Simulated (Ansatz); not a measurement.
**Al(111) with 4 layers of random Al-Ag, 2x2: scattering by chemical disorder**

Wanted: resistance against the alloy's length, first Al(111) with 4 layers of random Al-Ag, 2x2.

Method: Ansatz plane-wave DFT, PBE, PAW files; ballistic transport by layer matching (Landauer), zero bias; PAW set soft_1, in Ansatz 0.2.0.

## (1) The structure

The cell holds 40 atoms: 38 Al and 2 Ag. Cell: a = 5.725 Å, b = 5.725 Å, c = 23.429 Å, α = 93.5°, β = 86.5°, γ = 120.0°. It derives from Al. Regions: lead, 24 atoms (24 Al); scattering region, 16 atoms (14 Al and 2 Ag). The structure is stacked along c, and the current runs across the ab planes.

## (2) With 4 alloy layers

In 4 layers a share of 0.125 of the sites is given to Ag at random. The layers about the cell's end stay perfect and serve as the lead. Energies from -0.05 to 0.05 eV in steps of 0.05 eV are too few for the program's thermal sum, so it prints no conductance; for a metal the transmission near the Fermi level serves, at a fraction of the cost.

input.yaml

```yaml
crystal:
  lattice:
    - [5.7246940741, 0.0, 0.0]
    - [-2.862347037, 4.957730497, 0.0]
    - [1.4311735185, -0.8262884162, 23.3709656917]
  atoms:
    - { symbol: Al, position: [0.9916666667, 0.0083333333, 0.05] }
    - { symbol: Al, position: [0.9916666667, 0.5083333333, 0.05] }
    - { symbol: Al, position: [0.4916666667, 0.0083333333, 0.05] }
    - { symbol: Al, position: [0.4916666667, 0.5083333333, 0.05] }
    - { symbol: Al, position: [0.1416666667, 0.3583333333, 0.15] }
    - { symbol: Al, position: [0.1416666667, 0.8583333333, 0.15] }
    - { symbol: Al, position: [0.6416666667, 0.3583333333, 0.15] }
    - { symbol: Al, position: [0.6416666667, 0.8583333333, 0.15] }
    - { symbol: Al, position: [0.2916666667, 0.2083333333, 0.25] }
    - { symbol: Al, position: [0.2916666667, 0.7083333333, 0.25] }
    - { symbol: Al, position: [0.7916666667, 0.2083333333, 0.25] }
    - { symbol: Al, position: [0.7916666667, 0.7083333333, 0.25] }
    - { symbol: Al, position: [0.9416666667, 0.0583333333, 0.35] }
    - { symbol: Al, position: [0.9416666667, 0.5583333333, 0.35] }
    - { symbol: Al, position: [0.4416666667, 0.0583333333, 0.35] }
    - { symbol: Al, position: [0.4416666667, 0.5583333333, 0.35] }
    - { symbol: Al, position: [0.0916666667, 0.4083333333, 0.45] }
    - { symbol: Al, position: [0.0916666667, 0.9083333333, 0.45] }
    - { symbol: Al, position: [0.5916666667, 0.4083333333, 0.45] }
    - { symbol: Al, position: [0.5916666667, 0.9083333333, 0.45] }
    - { symbol: Al, position: [0.2416666667, 0.2583333333, 0.55] }
    - { symbol: Al, position: [0.2416666667, 0.7583333333, 0.55] }
    - { symbol: Al, position: [0.7416666667, 0.2583333333, 0.55] }
    - { symbol: Al, position: [0.7416666667, 0.7583333333, 0.55] }
    - { symbol: Ag, position: [0.8916666667, 0.1083333333, 0.65] }
    - { symbol: Al, position: [0.8916666667, 0.6083333333, 0.65] }
    - { symbol: Al, position: [0.3916666667, 0.1083333333, 0.65] }
    - { symbol: Ag, position: [0.3916666667, 0.6083333333, 0.65] }
    - { symbol: Al, position: [0.0416666667, 0.4583333333, 0.75] }
    - { symbol: Al, position: [0.0416666667, 0.9583333333, 0.75] }
    - { symbol: Al, position: [0.5416666667, 0.4583333333, 0.75] }
    - { symbol: Al, position: [0.5416666667, 0.9583333333, 0.75] }
    - { symbol: Al, position: [0.1916666667, 0.3083333333, 0.85] }
    - { symbol: Al, position: [0.1916666667, 0.8083333333, 0.85] }
    - { symbol: Al, position: [0.6916666667, 0.3083333333, 0.85] }
    - { symbol: Al, position: [0.6916666667, 0.8083333333, 0.85] }
    - { symbol: Al, position: [0.8416666667, 0.1583333333, 0.95] }
    - { symbol: Al, position: [0.8416666667, 0.6583333333, 0.95] }
    - { symbol: Al, position: [0.3416666667, 0.1583333333, 0.95] }
    - { symbol: Al, position: [0.3416666667, 0.6583333333, 0.95] }
kpoints:
  mp_grid: { grid: [5, 5, 1] }
hamiltonian:
  xc: pbe
  pseudopotentials: { kind: paw, azcp: { folder: soft_1 } }
scf:
  occupations: { method: fermi_dirac, width: 0.1 }
output:
  transmission:
    leads: [[0, 4]]
    kmesh: [10, 10]
    e_range: [-0.05, 0.05]
    de: 0.05
  write_potential: true
  write_density: true
  volumetric_format: npy
```

Run with:

```console
ansatz run input.yaml --threads 4 --pin off --max-ram 15360MiB --backend cpu --events-out ev --progress --plain --runs-dir out
```

Numbers of over 12 decimals in the logs are rounded to 6 here.

What it wrote:

```text
Engine: ansatz 0.2.0, x86_64-unknown-linux-gnu
Pseudopotentials: kind: paw
Pseudopotential: Al, paw, valence charge 3, recommended cutoff 420 eV (normal), soft_1/Al.paw.azcp
Pseudopotential: Ag, paw, valence charge 19, recommended cutoff 420 eV (normal), soft_1/Ag.paw.azcp
Functional definition: PBE
  parameter kappa = 0.804
  parameter beta = 0.066725
  exchange = pbe_x(kappa = kappa, mu = beta*pi^2/3)
  correlation = pbe_c(beta = beta)
Crystal: 40 atoms, lattice volume = 663.303 Å³
Basis set: ecut = 420 eV, 13043 PW (Γ)
Bands: 116, of which v1, the nominal top of the filled ones, is band 76 counted from 1 (75 counted from 0)
Symmetry: 8 space group operations
Space group: P2/m (ITA 10), of the structure as read, at distance tolerance 8.7e-5 Å
k-points: 9 of 25
Non-local potential: Al, projectors of the file, l = 0: 2, l = 1: 2, l = 2: 1
Non-local potential: Ag, projectors of the file, l = 0: 3, l = 1: 2, l = 2: 2, l = 3: 1
PAW form: soft (Blöchl's): semilocal exchange-correlation on the pseudo side does not see the compensation charge
PAW one-centre angular grid: Al, 110 points (default); XC on 64 Gauss nodes
PAW one-centre angular grid: Ag, 590 points (default); XC on 64 Gauss nodes
Initial density: superposition of atomic densities (chi_scale 0.1, normalization cell, long waves of neutral atoms (reshape's long-wave potential 2.29 eV rms, cloud 2.66 Å wide))
Initial wavefunctions: pseudopotential atomic-orbital guess
Functional: x = pbe(κ = 0.804, μ = 0.219515), c = pbe(β = 0.066725)
SCF iter   1: F=—  HF=-35620.452611 eV  |F-HF|=—  |Δ(HF+E_count)|=         —  Δρ=1.12e-1  dr2=3.41e2  ethr=3.10e-3  ⟨swp⟩=6.7  Hψ=4684  notcnv=0  defer=12
preconditioner: auto → Kerker (q_TF=auto, 2.134 Å⁻¹)  [metal: Δε(μ)=0.007 eV  Ē_g=6.405 eV  σ=0.100 eV  W_gap=0.02  n_scr=92 (ndim 8)  ℏωp=16.8 eV  f_vac=0.000  D(μ)=25.23/eV (n_scr^D=212)]
SCF iter   2: F=—  HF=-35615.042264 eV  |F-HF|=—  |Δ(HF+E_count)|=    5.41e0  Δρ=7.13e-2  dr2=1.63e2  ethr=3.10e-3  ⟨swp⟩=2.0  Hψ=1738  notcnv=0  defer=58
SCF iter   3: F=—  HF=-35609.396401 eV  |F-HF|=—  |Δ(HF+E_count)|=    5.65e0  Δρ=3.11e-2  dr2=4.42e1  ethr=3.10e-3  ⟨swp⟩=3.0  Hψ=1675  notcnv=0  defer=58
SCF iter   4: F=—  HF=-35608.048800 eV  |F-HF|=—  |Δ(HF+E_count)|=    1.35e0  Δρ=2.22e-2  dr2=2.06e1  ethr=3.10e-3  ⟨swp⟩=1.6  Hψ=1224  notcnv=0  defer=66
SCF iter   5: F=—  HF=-35606.800232 eV  |F-HF|=—  |Δ(HF+E_count)|=    1.25e0  Δρ=1.00e-2  dr2=4.08e0  ethr=3.10e-3  ⟨swp⟩=2.7  Hψ=1473  notcnv=0  defer=68
SCF iter   6: F=—  HF=-35606.472193 eV  |F-HF|=—  |Δ(HF+E_count)|=   3.28e-1  Δρ=2.58e-3  dr2=1.03e-1  ethr=2.68e-3  ⟨swp⟩=2.4  Hψ=1245  notcnv=0  defer=74
SCF iter   7: F=—  HF=-35606.462980 eV  |F-HF|=—  |Δ(HF+E_count)|=   9.21e-3  Δρ=5.50e-4  dr2=1.25e-2  ethr=6.75e-5  ⟨swp⟩=2.0  Hψ=1663  notcnv=0  defer=77
SCF iter   8: F=—  HF=-35606.461722 eV  |F-HF|=—  |Δ(HF+E_count)|=   1.26e-3  Δρ=8.19e-5  dr2=4.57e-4  ethr=8.24e-6  ⟨swp⟩=2.1  Hψ=1281  notcnv=0  defer=77
SCF iter   9: F=—  HF=-35606.461662 eV  |F-HF|=—  |Δ(HF+E_count)|=   6.00e-5  Δρ=1.38e-5  dr2=4.47e-6  ethr=3.01e-7  ⟨swp⟩=1.9  Hψ=1373  notcnv=0  defer=77
SCF iter  10: F=—  HF=-35606.461717 eV  |F-HF|=—  |Δ(HF+E_count)|=   5.51e-5  Δρ=5.51e-6  dr2=5.55e-7  ethr=2.94e-9  ⟨swp⟩=1.9  Hψ=1387  notcnv=0  defer=77
SCF iter  11: F=-35606.461717 eV  HF=-35606.461717 eV  |F-HF|=4.32e-9  |Δ(HF+E_count)|=   5.17e-8  Δρ=2.51e-7  dr2=4.65e-9  ethr=6.58e-11  ⟨swp⟩=14.9  Hψ=4483  notcnv=0
SCF 1 converged in 11 iterations: F = -35606.461717 eV  dr2 = 4.65e-9
  greatest PAW one-centre occupation: 1.002 electrons in one spin orbital (limit 2), on the Ag atom at site 27 (counted from 0), in its partial waves of l = 0
transmission: 96 of 899 steps passed
transmission: 183 of 899 steps passed
[...]
transmission: 899 of 899 steps passed
SCF converged after 11 iterations
Free energy (F): -35606.461717 eV
Harris-Foulkes:  -35606.461717 eV  (|F-HF|=4.32e-9)
Internal energy: -35605.897086 eV  (E = F + TS)
E sigma→0 (E₀):  -35606.179401 eV
Entropy (-TS):   -0.564631 eV (-14.116 meV/atom)
Fermi energy:    8.490539 eV
--- Per-component energies (eV) ---
  E_band       = -387.445345
  E_kinetic    = 1785.866512
  E_local      = -17177.245428  (includes V_loc(G=0)·N_el)
  E_nonlocal   = 440.323882
  E_hartree    = 8600.942866
  E_xc         = -1749.791147
  E_vxc        = -1510.724877  (∫ρ·V_xc dr)
  E_paw        = -25744.611878  (= ΣΔE_a)
  E_vpaw       = -1127.541552  (= ΣTr[D̂ρ^β])
  E_aug_tail   = 0.000689  (compensation charges beyond the density's cutoff)
  E_ewald      = -1761.382582
  E_smearing   = -0.564631  (= −TS)
  E_closure    = 0.000000  (closes the sum)
  Σ components = -35606.461717   (vs F -35606.461717, Δ=0.00e0)
--- Band table (eV; the first three rows and the last of 9) ---
  k-point 0: bands = [... 72 lower, 7.0872, 7.1916, 7.3127, 7.3626, 7.3773, 7.7660, 7.7983, 7.8656, ... 36 higher]
  k-point 1: bands = [... 72 lower, 7.3743, 7.4325, 7.6698, 7.6804, 7.8086, 8.1056, 8.2500, 8.2639, ... 36 higher]
  k-point 2: bands = [... 72 lower, 8.4367, 8.5358, 8.5556, 8.6609, 8.7310, 8.7570, 8.8687, 8.9159, ... 36 higher]
  k-point 8: bands = [... 72 lower, 8.4837, 8.5364, 8.5545, 8.5861, 8.6903, 8.7103, 8.8749, 8.8988, ... 36 higher]
--- Transmission ---
  basis      : 253 plane waves across, 29 finite elements along
  points     : 31, standing for a mesh of 10 x 10
  energies   : 3 from -0.050000 to 0.050000 eV about the Fermi level, 0.050000 eV apart; the leads are filled to 0.000000 eV, and channels, transmission and decay are at 0.000000 eV
  crystal 0  : Al4, at the sites [0, 4], period 2.3371 Å, over 21.03 Å; its Hamiltonian steps by up to 21.0 meV
    offset         : up to 0.0000 Å between an atom of the period and one for which it stands
    channels       : 5.410000e0 a spin
    conductance    : none, the energies end too early or step too widely for 300 K: set another output.transmission.e_range or a lower de, or, where they end at an eighth of basis.ecutwfc, a higher one
  junction   : crystal 0 to crystal 0, 3.98 to 25.01 Å
    transmission   : 3.848580e0 a spin
    conductance    : none, the energies end too early or step too widely for 300 K: set another output.transmission.e_range or a lower de, or, where they end at an eighth of basis.ecutwfc, a higher one
```

Run time: 2.2 min. Hardware: 4 threads of Intel Xeon Platinum 8488C (Sapphire Rapids), shared host; peak memory 2.2 GiB.

Numbers from this step:

| Property | Result |
| --- | --- |
| free energy | -35606.4617 eV |
| energy at zero smearing | -35606.1794 eV |
| Fermi energy | 8.491 eV |
| cell area | 28.38 Å² |
| transmission per spin nearest the Fermi level | 3.849 |
| open channels per spin nearest the Fermi level | 5.41 |
| step of the lead's potential | 21 meV |

Per spin. Transmission, zone mean against energy, zero at the Fermi level:

| energy (eV) | transmission, zone mean |
| --- | --- |
| -0.0500 | 3.82 |
| 0.0000 | 3.85 |
| 0.0500 | 3.91 |

Per spin. Open channels, zone mean, lead against energy, zero at the Fermi level:

```
energy (eV)  open channels, zone mean, lead
    -0.0500                            5.29
     0.0000                            5.41
     0.0500                            5.59
```

Transmission over k1 and k2. At 0.0000 eV from the Fermi level.

Ten even steps from '_' (2.63) to '@' (5.03):
```
--******++**--....__
::**::%%%%==**::....
--**%%####%%@@**::..
--++%%##++==**@@**--
::**==%%==@@==%%==**
----**@@**==++##%%++
--..::**@@%%####%%**
::....::**==%%%%::**
--__....--**++******
__--::----::----::--
```
Columns: k1 (b1) from -0.5 to 0.4; rows upwards: k2 (b2) from -0.5 to 0.4.

Open channels over k1 and k2. At 0.0000 eV from the Fermi level.

Ten even steps from '0' (3.00) to '9' (7.00):
```
5775775020
2759957222
2599999520
5799779975
2759797957
5579977997
2025999995
2222759957
5020577577
2522525225
```
Columns: k1 (b1) from -0.5 to 0.4; rows upwards: k2 (b2) from -0.5 to 0.4.

Over the solved energies the transmission per spin lies between 3.82 and 3.91, out of 5.43 channels of the lead on average (up to 5.59).

## (3) With 8 alloy layers

In 8 layers a share of 0.125 of the sites is given to Ag at random. A fresh draw is used; the growth of the resistance with length is what counts.

System of this step: Al(111) with 8 layers of random Al-Ag, 2x2. The cell holds 56 atoms: 52 Al and 4 Ag. Cell: a = 5.725 Å, b = 5.725 Å, c = 32.761 Å, α = 87.5°, β = 92.5°, γ = 120.0°. It derives from Al. Regions: lead, 24 atoms (24 Al); scattering region, 32 atoms (28 Al and 4 Ag). The structure is stacked along c, and the current runs across the ab planes.

input.yaml

```yaml
crystal:
  lattice:
    - [5.7246940741, 0.0, 0.0]
    - [-2.862347037, 4.957730497, 0.0]
    - [-1.4311735185, 0.8262884162, 32.7193519684]
  atoms:
    - { symbol: Al, position: [0.005952381, 0.994047619, 0.0357142857] }
    - { symbol: Al, position: [0.005952381, 0.494047619, 0.0357142857] }
    - { symbol: Al, position: [0.505952381, 0.994047619, 0.0357142857] }
    - { symbol: Al, position: [0.505952381, 0.494047619, 0.0357142857] }
    - { symbol: Al, position: [0.1845238095, 0.3154761905, 0.1071428571] }
    - { symbol: Al, position: [0.1845238095, 0.8154761905, 0.1071428571] }
    - { symbol: Al, position: [0.6845238095, 0.3154761905, 0.1071428571] }
    - { symbol: Al, position: [0.6845238095, 0.8154761905, 0.1071428571] }
    - { symbol: Al, position: [0.3630952381, 0.1369047619, 0.1785714286] }
    - { symbol: Al, position: [0.3630952381, 0.6369047619, 0.1785714286] }
    - { symbol: Al, position: [0.8630952381, 0.1369047619, 0.1785714286] }
    - { symbol: Al, position: [0.8630952381, 0.6369047619, 0.1785714286] }
    - { symbol: Al, position: [0.0416666667, 0.9583333333, 0.25] }
    - { symbol: Al, position: [0.0416666667, 0.4583333333, 0.25] }
    - { symbol: Ag, position: [0.5416666667, 0.9583333333, 0.25] }
    - { symbol: Al, position: [0.5416666667, 0.4583333333, 0.25] }
    - { symbol: Al, position: [0.2202380952, 0.2797619048, 0.3214285714] }
    - { symbol: Al, position: [0.2202380952, 0.7797619048, 0.3214285714] }
    - { symbol: Al, position: [0.7202380952, 0.2797619048, 0.3214285714] }
    - { symbol: Al, position: [0.7202380952, 0.7797619048, 0.3214285714] }
    - { symbol: Al, position: [0.3988095238, 0.1011904762, 0.3928571429] }
    - { symbol: Al, position: [0.3988095238, 0.6011904762, 0.3928571429] }
    - { symbol: Al, position: [0.8988095238, 0.1011904762, 0.3928571429] }
    - { symbol: Al, position: [0.8988095238, 0.6011904762, 0.3928571429] }
    - { symbol: Al, position: [0.0773809524, 0.9226190476, 0.4642857143] }
    - { symbol: Al, position: [0.0773809524, 0.4226190476, 0.4642857143] }
    - { symbol: Al, position: [0.5773809524, 0.9226190476, 0.4642857143] }
    - { symbol: Al, position: [0.5773809524, 0.4226190476, 0.4642857143] }
    - { symbol: Ag, position: [0.255952381, 0.244047619, 0.5357142857] }
    - { symbol: Al, position: [0.255952381, 0.744047619, 0.5357142857] }
    - { symbol: Al, position: [0.755952381, 0.244047619, 0.5357142857] }
    - { symbol: Al, position: [0.755952381, 0.744047619, 0.5357142857] }
    - { symbol: Al, position: [0.4345238095, 0.0654761905, 0.6071428571] }
    - { symbol: Al, position: [0.4345238095, 0.5654761905, 0.6071428571] }
    - { symbol: Al, position: [0.9345238095, 0.0654761905, 0.6071428571] }
    - { symbol: Al, position: [0.9345238095, 0.5654761905, 0.6071428571] }
    - { symbol: Al, position: [0.1130952381, 0.8869047619, 0.6785714286] }
    - { symbol: Al, position: [0.1130952381, 0.3869047619, 0.6785714286] }
    - { symbol: Ag, position: [0.6130952381, 0.8869047619, 0.6785714286] }
    - { symbol: Al, position: [0.6130952381, 0.3869047619, 0.6785714286] }
    - { symbol: Al, position: [0.2916666667, 0.2083333333, 0.75] }
    - { symbol: Al, position: [0.2916666667, 0.7083333333, 0.75] }
    - { symbol: Al, position: [0.7916666667, 0.2083333333, 0.75] }
    - { symbol: Ag, position: [0.7916666667, 0.7083333333, 0.75] }
    - { symbol: Al, position: [0.4702380952, 0.0297619048, 0.8214285714] }
    - { symbol: Al, position: [0.4702380952, 0.5297619048, 0.8214285714] }
    - { symbol: Al, position: [0.9702380952, 0.0297619048, 0.8214285714] }
    - { symbol: Al, position: [0.9702380952, 0.5297619048, 0.8214285714] }
    - { symbol: Al, position: [0.1488095238, 0.8511904762, 0.8928571429] }
    - { symbol: Al, position: [0.1488095238, 0.3511904762, 0.8928571429] }
    - { symbol: Al, position: [0.6488095238, 0.8511904762, 0.8928571429] }
    - { symbol: Al, position: [0.6488095238, 0.3511904762, 0.8928571429] }
    - { symbol: Al, position: [0.3273809524, 0.1726190476, 0.9642857143] }
    - { symbol: Al, position: [0.3273809524, 0.6726190476, 0.9642857143] }
    - { symbol: Al, position: [0.8273809524, 0.1726190476, 0.9642857143] }
    - { symbol: Al, position: [0.8273809524, 0.6726190476, 0.9642857143] }
kpoints:
  mp_grid: { grid: [5, 5, 1] }
hamiltonian:
  xc: pbe
  pseudopotentials: { kind: paw, azcp: { folder: soft_1 } }
scf:
  occupations: { method: fermi_dirac, width: 0.1 }
output:
  transmission:
    leads: [[0, 4]]
    kmesh: [10, 10]
    e_range: [-0.05, 0.05]
    de: 0.05
  write_potential: true
  write_density: true
  volumetric_format: npy
```

What it wrote:

```text
[...]
Crystal: 56 atoms, lattice volume = 928.624 Å³
Basis set: ecut = 420 eV, 18271 PW (Γ)
Bands: 172, of which v1, the nominal top of the filled ones, is band 116 counted from 1 (115 counted from 0)
Symmetry: 2 space group operations
[...]
k-points: 9 of 25 (time reversal used)
[...]
SCF iter   1: F=—  HF=-58335.409464 eV  |F-HF|=—  |Δ(HF+E_count)|=         —  Δρ=1.11e-1  dr2=3.67e2  ethr=3.10e-3  ⟨swp⟩=6.6  Hψ=6854  notcnv=0  defer=40
[...]
SCF iter  11: F=-58312.842144 eV  HF=-58312.842144 eV  |F-HF|=1.44e-9  |Δ(HF+E_count)|=   5.29e-9  Δρ=4.58e-7  dr2=1.78e-9  ethr=1.52e-11  ⟨swp⟩=1.0  Hψ=4136  notcnv=0
SCF 1 converged in 11 iterations: F = -58312.842144 eV  dr2 = 1.78e-9
[...]
transmission: 132 of 1271 steps passed
transmission: 255 of 1271 steps passed
[...]
transmission: 1271 of 1271 steps passed
SCF converged after 11 iterations
Free energy (F): -58312.842144 eV
[...]
Internal energy: -58312.136021 eV  (E = F + TS)
E sigma→0 (E₀):  -58312.489083 eV
Entropy (-TS):   -0.706123 eV (-12.609 meV/atom)
Fermi energy:    8.762601 eV
[...]
--- Band table (eV; the first three rows and the last of 9) ---
  k-point 0: bands = [... 112 lower, 7.4624, 7.5239, 7.5600, 7.6031, 7.8217, 7.9680, 7.9921, 8.1578, ... 52 higher]
  k-point 1: bands = [... 112 lower, 7.8532, 7.8897, 7.9383, 8.0693, 8.1825, 8.2972, 8.3282, 8.4335, ... 52 higher]
  k-point 2: bands = [... 112 lower, 8.7891, 8.9190, 8.9537, 8.9900, 9.0404, 9.0764, 9.1090, 9.1899, ... 52 higher]
  k-point 8: bands = [... 112 lower, 8.8729, 8.9187, 8.9431, 8.9577, 9.0227, 9.0474, 9.1143, 9.1307, ... 52 higher]
--- Transmission ---
  basis      : 253 plane waves across, 41 finite elements along
  points     : 31, standing for a mesh of 10 x 10
[...]
channels       : 5.590000e0 a spin
[...]
junction   : crystal 0 to crystal 0, 0.70 to 31.08 Å
    transmission   : 3.316190e0 a spin
[...]
```

It took 3.4 min on 4 threads; peak memory 3.5 GiB.

Numbers from this step:

```yaml
free_energy: -58312.8421 eV
energy_at_zero_smearing: -58312.4891 eV
fermi_energy: 8.763 eV
transmission_per_spin_nearest_the_fermi_level: 3.316
open_channels_per_spin_nearest_the_fermi_level: 5.59
step_of_the_lead_s_potential: 18.4 meV
```

Per spin. Table of transmission, zone mean by energy, zero at the Fermi level:

```csv
energy (eV),"transmission, zone mean"
-0.0500,3.28
0.0000,3.32
0.0500,3.36
```

Over the solved energies the transmission per spin lies between 3.28 and 3.36, out of 5.50 channels of the lead on average (up to 5.59).

(Part 1 of 2 ends here.)

[Logs are printed without paths, hosts, clocks, repeated set-up lines and the standing remarks that a program may print on its own settings, such as how far it seeks lower states.]

[Hosts, paths, dates, database ids (printed as entryN), source tags and the programs' standing remarks are cut or masked in the printed files.]
